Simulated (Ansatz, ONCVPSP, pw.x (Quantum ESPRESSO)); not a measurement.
## What a changed setting does to a pw.x run (bcc Co)

Potential: optimised norm-conserving Vanderbilt (ONCV), ONCVPSP 4.0.1.1 (patched build), PBE; core [Ar], reference 3d7 4s2; waves: 4s: rc 2.60 bohr, ncon 4, nbas 9, qcut 2.9 1/bohr, 2 projectors, debl 3.2 Ha; p scattering state at 0.18 Ha: rc 1.95 bohr, ncon 3, nbas 6, qcut 4.7 1/bohr, 2 projectors, debl 2.8 Ha; 3d: rc 1.45 bohr, ncon 5, nbas 10, qcut 12.7 1/bohr, 2 projectors, debl 2.8 Ha; local part: polynomial inside 1.35 bohr (lpopt 5, dvloc0 0 Ha); core correction: Teter function fitted to the true core (icmod 2), fcfact 0.4.

The reference run (k-mesh 17³, cutoffs 155/620 Ry, Fermi–Dirac 0.01 Ry, mixing_beta 0.4, conv_thr 1e-9, no spin) gives -1.39 GPa at 10.618 Å³/atom, where all-electron LAPW gives -0.22 GPa. This run, with its own iteration cap, changes nspin = 2 with starting_magnetization to 0.5.

```
&control
  calculation='scf', prefix='x', pseudo_dir='./', outdir='./tmp', tstress=.true., disk_io='none'
/
&system
  ibrav=0, nat=1, ntyp=1, ecutwfc=155, ecutrho=620, nbnd=12,
  occupations='smearing', smearing='fd', degauss=0.01, nspin=2, starting_magnetization(1)=0.5
/
&electrons
  conv_thr=1e-09, mixing_beta=0.4, electron_maxstep=50
/
ATOMIC_SPECIES
Co 1.0 Co.UPF
CELL_PARAMETERS angstrom
  -1.38461036 1.38461036 1.38461036
  1.38461036 -1.38461036 1.38461036
  1.38461036 1.38461036 -1.38461036
ATOMIC_POSITIONS crystal
Co 0.0000 0.0000 0.0000
K_POINTS automatic
17 17 17 0 0 0
```

```bash
pw.x < Co.scf.in > Co.scf.out
```

How does the run end?

It converges in 11 iterations; the free energy moves by -775.5 meV/atom and the pressure by +17.41 GPa.

```
Message from routine setup:
     using ibrav=0 with symmetry is DISCOURAGED, use correct ibrav instead
     lattice parameter (alat)  =       4.5320  a.u.
     unit-cell volume          =      71.6538 (a.u.)^3
     number of electrons       =         9.00
     number of Kohn-Sham states=           12
     kinetic-energy cutoff     =     155.0000  Ry
     charge density cutoff     =     620.0000  Ry
     scf convergence threshold =      1.0E-09
     Exchange-correlation= PBE
     atomic species   magnetization
     number of k points=   165  Fermi-Dirac smearing, width (Ry)=  0.0100
     iteration #  1     ecut=   155.00 Ry     beta= 0.40
     total energy              =     -62.51630487 Ry
     estimated scf accuracy    <       0.06128927 Ry
     total magnetization       =     2.41 Bohr mag/cell
     absolute magnetization    =     2.41 Bohr mag/cell
     iteration #  2     ecut=   155.00 Ry     beta= 0.40
     total energy              =     -62.54780922 Ry
     estimated scf accuracy    <       0.02189541 Ry
     total magnetization       =     2.20 Bohr mag/cell
     absolute magnetization    =     2.25 Bohr mag/cell
     iteration #  3     ecut=   155.00 Ry     beta= 0.40
     total energy              =     -62.56727464 Ry
     estimated scf accuracy    <       0.00929601 Ry
     total magnetization       =     2.13 Bohr mag/cell
     absolute magnetization    =     2.23 Bohr mag/cell
     iteration #  4     ecut=   155.00 Ry     beta= 0.40
     total energy              =     -62.57278394 Ry
     estimated scf accuracy    <       0.00029643 Ry
     total magnetization       =     1.94 Bohr mag/cell
     absolute magnetization    =     2.18 Bohr mag/cell
     iteration #  5     ecut=   155.00 Ry     beta= 0.40
     total energy              =     -62.57299759 Ry
     estimated scf accuracy    <       0.00030825 Ry
     total magnetization       =     1.96 Bohr mag/cell
     absolute magnetization    =     2.20 Bohr mag/cell
     iteration #  6     ecut=   155.00 Ry     beta= 0.40
     total energy              =     -62.57309660 Ry
     estimated scf accuracy    <       0.00002115 Ry
     total magnetization       =     1.96 Bohr mag/cell
     absolute magnetization    =     2.20 Bohr mag/cell
     iteration #  7     ecut=   155.00 Ry     beta= 0.40
     total energy              =     -62.57309040 Ry
     estimated scf accuracy    <       0.00005440 Ry
     total magnetization       =     1.96 Bohr mag/cell
     absolute magnetization    =     2.20 Bohr mag/cell
     iteration #  8     ecut=   155.00 Ry     beta= 0.40
     total energy              =     -62.57309950 Ry
     estimated scf accuracy    <       0.00000008 Ry
     total magnetization       =     1.96 Bohr mag/cell
     absolute magnetization    =     2.19 Bohr mag/cell
     iteration #  9     ecut=   155.00 Ry     beta= 0.40
     total energy              =     -62.57309975 Ry
     estimated scf accuracy    <       0.00000012 Ry
     total magnetization       =     1.96 Bohr mag/cell
     absolute magnetization    =     2.19 Bohr mag/cell
     iteration # 10     ecut=   155.00 Ry     beta= 0.40
     total energy              =     -62.57309978 Ry
     estimated scf accuracy    <       0.00000005 Ry
     total magnetization       =     1.96 Bohr mag/cell
     absolute magnetization    =     2.19 Bohr mag/cell
     iteration # 11     ecut=   155.00 Ry     beta= 0.40
     the Fermi energy is    15.2633 ev
!    total energy              =     -62.57309981 Ry
     estimated scf accuracy    <          3.7E-10 Ry
     smearing contrib. (-TS)   =      -0.00424628 Ry
     The total energy is F=E-TS. E is the sum of the following terms:
     one-electron contribution =       0.32794986 Ry
     hartree contribution      =      11.67577107 Ry
     xc contribution           =     -18.24273739 Ry
     ewald contribution        =     -56.32983706 Ry
     total magnetization       =     1.96 Bohr mag/cell
     absolute magnetization    =     2.19 Bohr mag/cell
     convergence has been achieved in  11 iterations
          total   stress  (Ry/bohr**3)                   (kbar)     P=      160.27
     Message from routine punch:
     Nothing written, as per user request (disk_io='none')
```

The run took about 4 min on one core of a shared host (Neoverse-N1, 64 threads, 124 GiB, load 66).
